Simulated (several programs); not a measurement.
# Many methods on one cell: HfS2 (CdI2 type)

Measured values to be reproduced:
- band gap: 1.96 eV (fundamental indirect gap, first of three quoted experimental values; “Stress-Tuned Optical Transitions in Layered 1T-MX2 (M=Hf, Zr, Sn; X=S, Se) Crystals”; Literature value, temperature not stated; other quoted experiments give 1.80 and 1.87 eV.; 2022; pmc:9565717)
- volume: 22.29 Å³ an atom (from the lattice constants; a, quoted experimental value; “Stress-Tuned Optical Transitions in Layered 1T-MX2 (M=Hf, Zr, Sn; X=S, Se) Crystals”; Literature value; measurement temperature not stated.; 2022; pmc:9565717)

HfS2 built on the CdI2 prototype, relaxed with r2SCAN+rVV10 in Ansatz, was computed with several methods. It is trigonal, P-3m1 (No. 164); a = 3.630 Å, c = 5.878 Å in the conventional setting, 22.36 Å³ an atom. Around Hf lie 6 S at 2.54 Å; around S lie 3 Hf at 2.54 Å. The values are computed, spin-unpolarised.

```cif
data_structure
_symmetry_space_group_name_H-M 'P-3m1'
_symmetry_Int_Tables_number 164
_cell_length_a 3.6303
_cell_length_b 3.6303
_cell_length_c 5.8784
_cell_angle_alpha 90.000
_cell_angle_beta 90.000
_cell_angle_gamma 120.000
_cell_volume 67.09
loop_
_atom_site_label
_atom_site_type_symbol
_atom_site_symmetry_multiplicity
_atom_site_Wyckoff_symbol
_atom_site_fract_x
_atom_site_fract_y
_atom_site_fract_z
_atom_site_occupancy
Hf1 Hf 1 a 0.00000 0.00000 0.00000 1
S1 S 2 d 0.33333 0.66667 0.24463 1
```

Gaps and times are for a single point on this cell; volume and bulk modulus come from each method's own relaxation or energy curve at fixed shape, which is too stiff where a cell has free coordinates or axes. Times are rough, from shared hosts (Arm Neoverse V1; Arm Neoverse V2; Intel Xeon Platinum 8488C), and each method has its own mesh and cell size. A double dagger marks a value from a curve with shape and coordinates held. PM7 (MOPAC), GFN1-xTB (tblite), GFN2-xTB (tblite) treat a cluster of cells at its zone centre, which samples few k points: where these miss a band edge, the gap comes out too large for that reason alone. Gaps from k meshes are read at a limited set of points (mesh, symmetry points, PBE's band edges), so each method's own least gap may be somewhat smaller. xTB and the PM methods were fitted mostly to molecules, and can miss a solid's gap by electronvolts. Minimal bases can be far off for gaps. Times of the plane-wave ladder aren't listed, since it ran on unlike processors and cards. Curves at held shape can't give the bulk modulus of a layered or molecular crystal, so none is listed. GLLB-SC's gap includes the derivative discontinuity. G0W0 is at finite bands, cutoff and mesh. d marks a direct gap, i an indirect one (no mark: not told apart), a dash a value that wasn't computed or didn't pass its checks.

| method | kind | gap (eV) | own volume (Å³/atom) | bulk modulus (GPa) | atoms computed | processor time |
| --- | --- | --- | --- | --- | --- | --- |
| PBE-D3(BJ) | semilocal | – | 21.70 | – | 3 | – |
| r2SCAN+rVV10 | semilocal | – | 22.36 | – | 3 | – |
| PBE-D4 | semilocal | – | 22.12 | – | 3 | – |
| light PBE (260 eV and a coarse mesh) | light plane-wave | 1.00 i | 22.89‡ | – | 3 | 1.1 s |
| GFN1-xTB (tblite) | tight binding | 0.96 | 22.95‡ | – | cluster | 3 s |
| LDA | semilocal | 0.87 i | – | – | 3 | – |
| GFN2-xTB (tblite) | tight binding | 0.66 | – | – | cluster | 5 s |
| PBE | semilocal | 1.03 i | – | – | 3 | – |
| PBE/SZV (CP2K) | small basis | 0.73 i | 20.42‡ | – | 3 | 6.4 s |
| r2SCAN | semilocal | 1.34 i | – | – | 3 | – |
| PBE/DZVP (CP2K) | small basis | 1.14 i | 22.39‡ | – | 3 | 17 s |
| PM7 (MOPAC) | semi-empirical | 5.61 | – | – | cluster | 40 s |
| GLLB-SC (GPAW) | model potential | 2.10 | – | – | 3 | 42 s |
| G0W0@PBE0 (180 eV screening cutoff) | many-body | 2.50 | – | – | 3 | – |
| PBE/single zeta (GPAW) | small basis | 1.03 i | – | – | 3 | 55 s |
| PBE+SOC | semilocal | 1.02 i | – | – | 3 | – |
| G0W0@r2SCAN (180 eV screening cutoff) | many-body | 2.14 | – | – | 3 | – |
| LC-ωPBE | hybrid | 6.55 i | – | – | 3 | – |
| G0W0@PBE (260 eV screening cutoff) | many-body | 1.95 | – | – | 3 | – |
| G0W0@HSE06 (180 eV screening cutoff) | many-body | 2.31 | – | – | 3 | – |
| PBE0 | hybrid | 2.54 i | – | – | 3 | – |
| HSE06 | hybrid | 1.85 i | – | – | 3 | – |
| r2SCANh | hybrid | 1.90 i | – | – | 3 | – |
| G0W0@LDA (140 eV screening cutoff) | many-body | 1.88 | – | – | 3 | – |
| DDH-PBE0 | hybrid | 1.72 i | – | – | 3 | – |
| HSE06+SOC | hybrid | 1.84 i | – | – | 3 | – |

Against HSE06 (1.85 eV) and with closed or daggered gaps left aside, the nearest gap at the points sampled is that of HSE06+SOC (-0.01 eV) and the farthest that of LC-ωPBE (+4.70 eV). HSE06 is only a yardstick of convenience, and nearness to it can be luck.

Runs without a result: PM6 (MOPAC) (single point, out of time).

Comparison with experiment:
- Band gap, measured 1.96 eV: light PBE (260 eV and a coarse mesh) -0.96 eV, GFN1-xTB (tblite) -1.00 eV, LDA -1.09 eV, GFN2-xTB (tblite) -1.30 eV, PBE -0.93 eV, PBE/SZV (CP2K) -1.23 eV, r2SCAN -0.62 eV, PBE/DZVP (CP2K) -0.82 eV, PM7 (MOPAC) +3.65 eV, GLLB-SC (GPAW) +0.14 eV, G0W0@PBE0 (180 eV screening cutoff) +0.54 eV, PBE/single zeta (GPAW) -0.93 eV, PBE+SOC -0.94 eV, G0W0@r2SCAN (180 eV screening cutoff) +0.18 eV, LC-ωPBE +4.59 eV, G0W0@PBE (260 eV screening cutoff) -0.01 eV, G0W0@HSE06 (180 eV screening cutoff) +0.35 eV, PBE0 +0.58 eV, HSE06 -0.11 eV, r2SCANh -0.06 eV, G0W0@LDA (140 eV screening cutoff) -0.08 eV, DDH-PBE0 -0.24 eV, HSE06+SOC -0.12 eV.
- Volume, measured 22.29 Å³ an atom: PBE-D3(BJ) -2.7 %, r2SCAN+rVV10 +0.3 %, PBE-D4 -0.8 %.
The calculations are for a static lattice; samples hold vibrations, temperature and, in optical gaps, excitons. A measured value is shown where most reports agree with it, and only for the quantities listed.

Only the rows marked +SOC include spin-orbit coupling.
